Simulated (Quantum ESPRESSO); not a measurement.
# TiSi (Cmmm) in Quantum ESPRESSO: further runs

Runs on TiSi. Level: LDA. Tasks: single point, equation of state.

Program: Quantum ESPRESSO 7.5. These are calculated values, not measurements. Logs are shortened: lines on timing, memory, paths and dates and some standing lists are left out, and cuts for length are marked.

## 1. The structure

The structure is orthorhombic, space group Cmmm (No. 65). Conventional cell: a = 3.632 Å, b = 4.235 Å, c = 3.804 Å, α = 90.00°, β = 90.00°, γ = 90.00°. Ti (site symmetry mmm) has 8 Si at 2.63 to 2.85 Å and 4 Ti at 2.79 Å as nearest neighbours. Si (site symmetry mmm) has 8 Ti at 2.63 to 2.85 Å and 4 Si at 2.79 Å as nearest neighbours.

The cell comes from a database or a generator and needn't be the stable form of this composition.

## 2. Single point, LDA, 13.75 Å³/atom

Input file pw.in:

```
&CONTROL
  calculation = 'scf'
  prefix = 'pwscf'
  outdir = './tmp'
  pseudo_dir = './pseudo'
  tstress = .true.
  disk_io = 'nowf'
/
&SYSTEM
  ibrav = 0
  nat = 2
  ntyp = 2
  ecutwfc = 45
  ecutrho = 360
  nbnd = 14
  occupations = 'smearing'
  smearing = 'fd'
  degauss = 0.00367493
/
&ELECTRONS
  conv_thr = 4d-10
  electron_maxstep = 120
  mixing_beta = 0.5
/
ATOMIC_SPECIES
Ti    47.8670 ti_lda_v1.4.uspp.F.UPF
Si    28.0850 si_lda_v1.uspp.F.UPF
CELL_PARAMETERS angstrom
   1.7791027398   -2.0743950539    0.0000000000
   1.7791027398    2.0743950539    0.0000000000
   0.0000000000    0.0000000000    3.7262809049
ATOMIC_POSITIONS crystal
Ti     0.5000000000    0.5000000000    0.0000000000
Si     0.0000000000    0.0000000000    0.5000000000
K_POINTS automatic
10 10 7 0 0 0
```

Potentials or basis: GBRV 1.5 LDA.

Started as:

```console
> OMP_NUM_THREADS=1 mpirun -n 2 pw.x -nk 2 -in pw.in > pw.out
```

pw.out:

```text
This program is part of the open-source Quantum ESPRESSO suite
     for quantum simulation of materials; please cite
         "P. Giannozzi et al., J. Phys.:Condens. Matter 21 395502 (2009);
         "P. Giannozzi et al., J. Phys.:Condens. Matter 29 465901 (2017);
         "P. Giannozzi et al., J. Chem. Phys. 152 154105 (2020);
     in publications or presentations arising from this work. More details at

     Message from routine setup:
     using ibrav=0 with symmetry is DISCOURAGED, use correct ibrav instead

     K-points division:     npool     =       2
     Subspace diagonalization in iterative solution of the eigenvalue problem:
     a serial algorithm will be used

     G-vector sticks info
     --------------------
     sticks:   dense  smooth     PW     G-vecs:    dense   smooth      PW
     Sum         755     379    129                21437     7557    1445

     Using Slab Decomposition

     bravais-lattice index     =            0
     lattice parameter (alat)  =       5.1643  a.u.
     unit-cell volume          =     185.6071 (a.u.)^3
     number of atoms/cell      =            2
     number of atomic types    =            2
     number of electrons       =        16.00
     number of Kohn-Sham states=           14
     kinetic-energy cutoff     =      45.0000  Ry
     charge density cutoff     =     360.0000  Ry
     scf convergence threshold =      4.0E-10
     mixing beta               =       0.5000
     number of iterations used =            8  plain     mixing
     Exchange-correlation= SLA  PZ   NOGX NOGC
                           (   1   1   0   0   0   0   0)

     celldm(1)=   5.164287  celldm(2)=   0.000000  celldm(3)=   0.000000
     celldm(4)=   0.000000  celldm(5)=   0.000000  celldm(6)=   0.000000

     crystal axes: (cart. coord. in units of alat)
               a(1) = (   0.651013  -0.759067   0.000000 )
               a(2) = (   0.651013   0.759067   0.000000 )
               a(3) = (   0.000000   0.000000   1.363528 )

     reciprocal axes: (cart. coord. in units 2 pi/alat)
               b(1) = (  0.768034 -0.658704  0.000000 )
               b(2) = (  0.768034  0.658704 -0.000000 )
               b(3) = ( -0.000000  0.000000  0.733392 )

     PseudoPot. # 1 for Ti read from file:
     ti_lda_v1.4.uspp.F.UPF
     Pseudo is Ultrasoft + core correction, Zval = 12.0
     Generated by new atomic code, or converted to UPF format
     Using radial grid of  851 points,  6 beta functions with:
                l(1) =   0
                l(2) =   0
                l(3) =   1
                l(4) =   1
                l(5) =   2
                l(6) =   2
     Q(r) pseudized with  6 coefficients,  rinner =    1.000   1.000   1.000
                                                       1.000   1.000

     PseudoPot. # 2 for Si read from file:
     si_lda_v1.uspp.F.UPF
     Pseudo is Ultrasoft + core correction, Zval =  4.0
     Generated by new atomic code, or converted to UPF format
     Using radial grid of  899 points,  6 beta functions with:
                l(1) =   0
                l(2) =   0
                l(3) =   1
                l(4) =   1
                l(5) =   2
                l(6) =   2
     Q(r) pseudized with  8 coefficients,  rinner =    0.900   0.900   0.900
                                                       0.900   0.900

     atomic species   valence    mass     pseudopotential
     Ti               12.00    47.86700     Ti( 1.00)
     Si                4.00    28.08500     Si( 1.00)

      8 Sym. Ops., with inversion, found

   Cartesian axes

     site n.     atom                  positions (alat units)
         1        Ti     tau(   1) = (   0.6510128   0.0000000   0.0000000  )
         2        Si     tau(   2) = (   0.0000000   0.0000000   0.6817640  )

     number of k points=   124  Fermi-Dirac smearing, width (Ry)=  0.0037

     Number of k-points >= 100: set verbosity='high' to print them.

     Dense  grid:    21437 G-vectors     FFT dimensions: (  32,  32,  45)

     Smooth grid:     7557 G-vectors     FFT dimensions: (  24,  24,  32)

     Check: negative core charge=   -0.000009

     Initial potential from superposition of free atoms

     starting charge      14.9994, renormalised to      16.0000

     negative rho (up, down):  7.591E-04 0.000E+00
     Starting wfcs are   14 randomized atomic wfcs

     Self-consistent Calculation

     iteration #  1     ecut=    45.00 Ry     beta= 0.50
     Davidson diagonalization with overlap
     ethr =  1.00E-02,  avg # of iterations =  3.8

     negative rho (up, down):  7.470E-04 0.000E+00

     total energy              =    -128.86288703 Ry
     estimated scf accuracy    <       0.30697129 Ry

     iteration #  2     ecut=    45.00 Ry     beta= 0.50
     Davidson diagonalization with overlap
     ethr =  1.92E-03,  avg # of iterations =  2.4

     negative rho (up, down):  6.305E-04 0.000E+00

     total energy              =    -128.90815821 Ry
     estimated scf accuracy    <       0.25754663 Ry

     iteration #  3     ecut=    45.00 Ry     beta= 0.50
     Davidson diagonalization with overlap
     ethr =  1.61E-03,  avg # of iterations =  1.5

     negative rho (up, down):  5.719E-04 0.000E+00

     total energy              =    -128.96088555 Ry
     estimated scf accuracy    <       0.01154973 Ry

     iteration #  4     ecut=    45.00 Ry     beta= 0.50
     Davidson diagonalization with overlap
     ethr =  7.22E-05,  avg # of iterations =  2.6

     negative rho (up, down):  5.284E-04 0.000E+00

     total energy              =    -128.96295130 Ry
     estimated scf accuracy    <       0.00016931 Ry

     iteration #  5     ecut=    45.00 Ry     beta= 0.50
     Davidson diagonalization with overlap
     ethr =  1.06E-06,  avg # of iterations =  4.2

     negative rho (up, down):  5.158E-04 0.000E+00

     total energy              =    -128.96299360 Ry
     estimated scf accuracy    <       0.00000945 Ry

     iteration #  6     ecut=    45.00 Ry     beta= 0.50
     Davidson diagonalization with overlap
     ethr =  5.90E-08,  avg # of iterations =  2.3

     negative rho (up, down):  5.140E-04 0.000E+00

     total energy              =    -128.96299519 Ry
     estimated scf accuracy    <       0.00000040 Ry

     iteration #  7     ecut=    45.00 Ry     beta= 0.50
     Davidson diagonalization with overlap
     ethr =  2.49E-09,  avg # of iterations =  2.6

     negative rho (up, down):  5.138E-04 0.000E+00

     total energy              =    -128.96299531 Ry
     estimated scf accuracy    <       0.00000001 Ry

     iteration #  8     ecut=    45.00 Ry     beta= 0.50
     Davidson diagonalization with overlap
     ethr =  8.64E-11,  avg # of iterations =  2.6

     negative rho (up, down):  5.138E-04 0.000E+00

     total energy              =    -128.96299532 Ry
     estimated scf accuracy    <          4.1E-09 Ry

     iteration #  9     ecut=    45.00 Ry     beta= 0.50
     Davidson diagonalization with overlap
     ethr =  2.56E-11,  avg # of iterations =  1.9

     negative rho (up, down):  5.138E-04 0.000E+00

     End of self-consistent calculation

     Number of k-points >= 100: set verbosity='high' to print the bands.

     the Fermi energy is    14.0067 ev

!    total energy              =    -128.96299532 Ry
     estimated scf accuracy    <          2.2E-10 Ry
     smearing contrib. (-TS)   =      -0.00067551 Ry
     internal energy E=F+TS    =    -128.96231980 Ry

     The total energy is F=E-TS. E is the sum of the following terms:
     one-electron contribution =     -43.87255367 Ry
     hartree contribution      =      29.31329946 Ry
     xc contribution           =     -22.45061661 Ry
     ewald contribution        =     -91.95244899 Ry

     convergence has been achieved in   9 iterations

     Computing stress (Cartesian axis) and pressure

     negative rho (up, down):  5.138E-04 0.000E+00
          total   stress  (Ry/bohr**3)                   (kbar)     P=        8.05
   0.00003296  -0.00000000   0.00000000            4.85       -0.00        0.00
   0.00000000  -0.00003607   0.00000000            0.00       -5.31        0.00
   0.00000000   0.00000000   0.00016729            0.00        0.00       24.61

=------------------------------------------------------------------------------=
   JOB DONE.
=------------------------------------------------------------------------------=
```

Run time: 11 s. Hardware: 2 MPI ranks of Arm Neoverse V2, shared host; peak memory 0.18 GiB.

What came out:

```
Free energy            : -1754.6309 eV
Pressure               : 0.8 GPa
Band gap on the k mesh : none (metal or under the smearing width)
```

## 3. Single point, LDA, 14.04 Å³/atom

Changes to pw.in since step 2:

```diff
@@ -28,5 +28,5 @@
 CELL_PARAMETERS angstrom
-   1.7791027398   -2.0743950539    0.0000000000
-   1.7791027398    2.0743950539    0.0000000000
-   0.0000000000    0.0000000000    3.7262809049
+   1.7916320451   -2.0890039511    0.0000000000
+   1.7916320451    2.0890039511    0.0000000000
+   0.0000000000    0.0000000000    3.7525231843
 ATOMIC_POSITIONS crystal
```

Potentials or basis: GBRV 1.5 LDA.

Started as:

```console
> OMP_NUM_THREADS=1 mpirun -n 2 pw.x -nk 2 -in pw.in > pw.out
```

Wall time 11 s (2 MPI ranks of Arm Neoverse V2, shared host); peak memory 0.18 GiB.

The run converged. Its results:

| Property | Result |
| --- | --- |
| Free energy | -1754.6282 eV |
| Pressure | -2.3 GPa |
| Band gap on the k mesh | none (metal or under the smearing width) |

## 4. Single point, LDA, 14.34 Å³/atom

Changes to pw.in since step 3:

```diff
@@ -28,5 +28,5 @@
 CELL_PARAMETERS angstrom
-   1.7916320451   -2.0890039511    0.0000000000
-   1.7916320451    2.0890039511    0.0000000000
-   0.0000000000    0.0000000000    3.7525231843
+   1.8039885186   -2.1034113302    0.0000000000
+   1.8039885186    2.1034113302    0.0000000000
+   0.0000000000    0.0000000000    3.7784034724
 ATOMIC_POSITIONS crystal
```

Started as:

```console
> OMP_NUM_THREADS=1 mpirun -n 2 pw.x -nk 2 -in pw.in > pw.out
```

Wall time 11 s (2 MPI ranks of Arm Neoverse V2, shared host); peak memory 0.18 GiB.

Results (log left out):

| Quantity | Value |
| --- | --- |
| Free energy | -1754.6144 eV |
| Pressure | -5.2 GPa |
| Band gap on the k mesh | none (metal or under the smearing width) |

## 5. Single point, LDA, 14.63 Å³/atom

Changes to pw.in since step 4:

```diff
@@ -28,5 +28,5 @@
 CELL_PARAMETERS angstrom
-   1.8039885186   -2.1034113302    0.0000000000
-   1.8039885186    2.1034113302    0.0000000000
-   0.0000000000    0.0000000000    3.7784034724
+   1.8161780000   -2.1176240000    0.0000000000
+   1.8161780000    2.1176240000    0.0000000000
+   0.0000000000    0.0000000000    3.8039340000
 ATOMIC_POSITIONS crystal
```

Started as:

```console
> OMP_NUM_THREADS=1 mpirun -n 2 pw.x -nk 2 -in pw.in > pw.out
```

It took 11 s on 2 MPI ranks of Arm Neoverse V2, shared host; peak memory 0.18 GiB.

Results (log left out):

```yaml
Free_energy: -1754.5906 eV
Pressure: -7.8 GPa
Band_gap_on_the_k_mesh: none (metal or under the smearing width)
```

## 6. Single point, LDA, 14.92 Å³/atom

Changes to pw.in since step 5:

```diff
@@ -28,5 +28,5 @@
 CELL_PARAMETERS angstrom
-   1.8161780000   -2.1176240000    0.0000000000
-   1.8161780000    2.1176240000    0.0000000000
-   0.0000000000    0.0000000000    3.8039340000
+   1.8282060194   -2.1316484087    0.0000000000
+   1.8282060194    2.1316484087    0.0000000000
+   0.0000000000    0.0000000000    3.8291263501
 ATOMIC_POSITIONS crystal
```

Potentials or basis: GBRV 1.5 LDA.

Started as:

```console
> OMP_NUM_THREADS=1 mpirun -n 2 pw.x -nk 2 -in pw.in > pw.out
```

Wall time 11 s (2 MPI ranks of Arm Neoverse V2, shared host); peak memory 0.2 GiB.

Results (log left out):

| Quantity | Value |
| --- | --- |
| Free energy | -1754.5579 eV |
| Pressure | -10.1 GPa |
| Band gap on the k mesh | none (metal or under the smearing width) |

## 7. Single point, LDA, 15.22 Å³/atom

Changes to pw.in since step 6:

```diff
@@ -28,5 +28,5 @@
 CELL_PARAMETERS angstrom
-   1.8282060194   -2.1316484087    0.0000000000
-   1.8282060194    2.1316484087    0.0000000000
-   0.0000000000    0.0000000000    3.8291263501
+   1.8400778197   -2.1454906694    0.0000000000
+   1.8400778197    2.1454906694    0.0000000000
+   0.0000000000    0.0000000000    3.8539915036
 ATOMIC_POSITIONS crystal
```

Started as:

```console
> OMP_NUM_THREADS=1 mpirun -n 2 pw.x -nk 2 -in pw.in > pw.out
```

Wall time 11 s (2 MPI ranks of Arm Neoverse V2, shared host); peak memory 0.2 GiB.

It converged, with:

```
Free energy            : -1754.5171 eV
Pressure               : -12.2 GPa
Band gap on the k mesh : none (metal or under the smearing width)
```

## 8. Single point, LDA, 15.51 Å³/atom

Changes to pw.in since step 7:

```diff
@@ -28,5 +28,5 @@
 CELL_PARAMETERS angstrom
-   1.8400778197   -2.1454906694    0.0000000000
-   1.8400778197    2.1454906694    0.0000000000
-   0.0000000000    0.0000000000    3.8539915036
+   1.8517983766   -2.1591565835    0.0000000000
+   1.8517983766    2.1591565835    0.0000000000
+   0.0000000000    0.0000000000    3.8785398820
 ATOMIC_POSITIONS crystal
```

Started as:

```console
> OMP_NUM_THREADS=1 mpirun -n 2 pw.x -nk 2 -in pw.in > pw.out
```

Wall time 11 s (2 MPI ranks of Arm Neoverse V2, shared host); peak memory 0.2 GiB.

It converged, with:

- Free energy: -1754.4690 eV
- Pressure: -14.1 GPa
- Band gap on the k mesh: none (metal or under the smearing width)

## 9. Equation of state, LDA

Potentials or basis: GBRV 1.5 LDA.

No new run: the results of the series are fitted here.

Results:

| Item | Value |
| --- | --- |
| Equilibrium volume | 13.83 Å³/atom |
| Bulk modulus at fixed shape and positions | 155 GPa |
| Pressure derivative of the bulk modulus | 4.0 |

Energy against volume, from the lowest point:
| volume (Å³/atom) | energy (meV/atom) |
| --- | --- |
| 13.752 | 0.00 |
| 14.045 | 1.38 |
| 14.337 | 8.27 |
| 14.630 | 20.15 |
| 14.922 | 36.52 |
| 15.215 | 56.94 |
| 15.508 | 80.98 |

Caveat: the cell was scaled at fixed shape and fractional positions, which overstates the stiffness of a crystal with free parameters, most of all of layers and chains.
